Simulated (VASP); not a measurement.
Wanted: the native input for a VASP 6.6.1 run.

```
Task                   : relaxation of cell and atoms
Functional             : LDA
Potentials or basis    : VASP PAW LDA potentials, release 64 (Si)
Cutoff                 : 600 eV
k mesh                 : 10 × 10 × 10
Occupations            : gaussian, width 0.03 eV
Spin                   : no spin polarisation
Further INCAR settings : ALGO = Normal; EDIFF = 1e-06; IBRION = 2; EDIFFG = -0.01; NSW = 90; ISIF = 3
```

The structure of Si lies in POSCAR:

```
Si
1.0
    0.0000000000      2.7135600000      2.7135600000
    2.7135600000      0.0000000000      2.7135600000
    2.7135600000      2.7135600000      0.0000000000
Si
2
Direct
    0.7500000000      0.7500000000      0.7500000000
    0.5000000000      0.5000000000      0.5000000000
```

These files were run (other wordings do the same):

INCAR

```
  ALGO = Normal
  EDIFF = 1E-6
  EDIFFG = -0.01
  ENCUT = 600
  IBRION = 2
  ISIF = 3
  ISMEAR = 0
  LASPH = T
  LCHARG = F
  LREAL = F
  LWAVE = F
  NELM = 80
  NSW = 90
  PREC = Accurate
  SIGMA = 0.03
```

KPOINTS

```
k-points
0
Gamma
  10 10 10
```

Potentials or basis: VASP PAW LDA potentials, release 64 (Si).

The run is started by

```console
$ cat potpaw_LDA.64/Si/POTCAR > POTCAR
$ mpirun -np 1 vasp_std > vasp.out
```

It gave:

- Relaxed volume: 19.72 Å³/atom
- Relaxed cell: a = 3.820 Å, b = 3.820 Å, c = 3.820 Å, α = 60.00°, β = 60.00°, γ = 60.00°
- Space group after relaxing (to 0.05 Å): Fd-3m (No. 227)
- Energy gained by relaxing: 1.1 meV/atom
- Ionic steps: 3
- Pressure after relaxing: 0.0 GPa
- Band gap on the k mesh: 0.45 eV, indirect (least direct gap 2.53 eV)

Run time: 9 s on 1 thread of Intel(R) Xeon(R) 6975P-C (Granite Rapids) (shared host), peak memory 0.15 GiB.
